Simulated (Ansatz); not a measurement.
Molecular dynamics on a 2×2×2 supercell (24 atoms) of CaF2 (Fm-3m), relaxed with r2SCAN. Forces come from PBEsol in the plane-wave code Ansatz: a Langevin thermostat at fixed volume, 600 K, steps of 2 fs. Classical nuclei, no spin polarisation; a few dozen steps show the first response, not equilibrium.

```yaml
crystal:
  lattice:
    - [0.0, 5.439185772, 5.439185772]
    - [5.439185772, 0.0, 5.439185772]
    - [5.439185772, 5.439185772, 0.0]
  atoms:
    - { symbol: Ca, position: [0.0, 0.0, 0.0] }
    - { symbol: F, position: [0.125, 0.125, 0.125] }
    - { symbol: F, position: [0.375, 0.375, 0.375] }
    - { symbol: Ca, position: [0.0, 0.0, 0.5] }
    - { symbol: F, position: [0.125, 0.125, 0.625] }
    - { symbol: F, position: [0.375, 0.375, 0.875] }
    - { symbol: Ca, position: [0.0, 0.5, 0.0] }
    - { symbol: F, position: [0.125, 0.625, 0.125] }
    - { symbol: F, position: [0.375, 0.875, 0.375] }
    - { symbol: Ca, position: [0.0, 0.5, 0.5] }
    - { symbol: F, position: [0.125, 0.625, 0.625] }
    - { symbol: F, position: [0.375, 0.875, 0.875] }
    - { symbol: Ca, position: [0.5, 0.0, 0.0] }
    - { symbol: F, position: [0.625, 0.125, 0.125] }
    - { symbol: F, position: [0.875, 0.375, 0.375] }
    - { symbol: Ca, position: [0.5, 0.0, 0.5] }
    - { symbol: F, position: [0.625, 0.125, 0.625] }
    - { symbol: F, position: [0.875, 0.375, 0.875] }
    - { symbol: Ca, position: [0.5, 0.5, 0.0] }
    - { symbol: F, position: [0.625, 0.625, 0.125] }
    - { symbol: F, position: [0.875, 0.875, 0.375] }
    - { symbol: Ca, position: [0.5, 0.5, 0.5] }
    - { symbol: F, position: [0.625, 0.625, 0.625] }
    - { symbol: F, position: [0.875, 0.875, 0.875] }
kpoints:
  mp_grid: { grid: [2, 2, 2] }
hamiltonian:
  xc: pbesol
scf:
  occupations: { method: fermi_dirac, width: 0.052 }
md:
  ensemble: nvt_langevin
  temperature: 600
  timestep: 2.0
  n_steps: 40
  initial_velocities: maxwell_boltzmann
  seed: 7670
```

Command: `ansatz run input.yaml --threads 4 --pin off --max-ram 3686MiB --backend cpu --events-out ev --progress --plain --runs-dir out`.

**Question.** What wall time did it need on 4 threads of Arm Neoverse V1, with other jobs on the host, load about 1.0 per core, and how much host memory at the peak?

**Answer.** About 3 min, with a peak of 1.2 GiB.

```csv
step,t (fs),T (K),free energy F from step 0 (meV/atom),kinetic energy (meV/atom),largest force (eV/Å)
0,0,575,0.0,74.3,0.00
1,2,616,0.7,79.6,0.16
2,4,581,2.8,75.1,0.31
3,6,532,6.2,68.8,0.44
4,8,535,10.8,69.2,0.60
5,10,521,16.4,67.4,0.75
6,12,494,22.9,63.8,0.89
7,14,460,30.0,59.5,1.02
8,16,454,37.6,58.6,1.16
9,18,374,45.1,48.4,1.29
10,20,352,52.1,45.5,1.39
11,22,358,58.5,46.3,1.47
12,24,344,64.3,44.5,1.53
13,26,311,69.3,40.2,1.55
14,28,284,73.2,36.7,1.52
15,30,271,75.7,35.1,1.44
16,32,284,76.9,36.7,1.47
17,34,301,77.2,38.9,1.47
18,36,314,76.7,40.6,1.47
19,38,323,75.4,41.7,1.46
20,40,346,73.3,44.7,1.45
21,42,427,70.4,55.2,1.42
22,44,448,67.4,57.9,1.36
23,46,459,65.0,59.3,1.30
24,48,474,63.3,61.3,1.27
25,50,562,62.2,72.7,1.27
26,52,552,61.8,71.4,1.26
27,54,601,62.1,77.6,1.24
28,56,558,63.2,72.1,1.43
29,58,527,65.3,68.1,1.64
30,60,515,68.1,66.5,1.84
31,62,455,71.0,58.9,2.01
32,64,493,73.6,63.7,2.13
33,66,479,76.1,61.9,2.23
34,68,466,78.8,60.2,2.31
35,70,467,81.4,60.4,2.34
36,72,440,83.3,56.8,2.32
37,74,421,84.4,54.4,2.25
38,76,389,84.9,50.3,2.14
39,78,352,84.7,45.5,2.05
40,80,357,83.4,46.1,1.95
```

The temperature starts at 575 K, is lowest at step 15 (271 K, 30 fs) and ends at 357 K. The thermostat hasn't had time to restore it. The atoms start on their lattice sites with kinetic energy alone, so much of it first passes into potential energy. By the last step the atoms have moved 0.21 Å in the root mean square, the drift of the whole cell taken out, 0.35 Å at most.

Positions (Å) and forces (eV/Å) at step 40:
```
Ca  -0.134   0.071  -0.344     0.468  -0.321   1.867
F    1.213   1.286   1.261     0.670   0.095   1.048
F    4.168   4.124   3.860     0.124  -0.382   1.095
Ca   2.690   2.624   0.047    -0.303   0.325   0.101
F    4.068   4.086   1.356     0.037   0.207  -0.608
F    6.888   6.735   4.172    -0.383  -0.069   0.145
Ca   2.608  -0.097   2.778     0.307  -0.281  -1.301
F    4.035   1.278   3.754    -0.093   0.679   0.342
F    6.869   4.067   7.064    -0.483  -0.554  -1.161
Ca   5.538   2.736   2.446    -0.421  -0.287   0.266
F    6.758   3.860   3.943     0.341   1.183   0.828
F    9.620   6.910   6.595    -0.290  -0.221   0.266
Ca   0.032   2.545   2.890     0.206   1.142  -1.337
F    1.392   4.210   4.143     0.244  -0.780  -0.045
F    4.102   6.830   6.596     0.423  -0.307   0.154
Ca   2.742   5.419   2.748     0.239   0.063   0.011
F    4.061   6.854   4.044    -0.134  -0.665   0.022
F    6.928   9.497   6.753    -0.193  -0.366  -0.307
Ca   2.927   2.689   5.298    -0.530   0.773   0.526
F    4.096   4.184   6.871     0.361  -0.358  -0.621
F    6.619   6.912   9.673     0.722  -0.032  -1.031
Ca   5.491   5.282   5.393    -0.270   0.160   0.801
F    6.967   6.700   6.974    -0.521   0.433  -1.017
F    9.533   9.491   9.492    -0.521  -0.436  -0.046
```
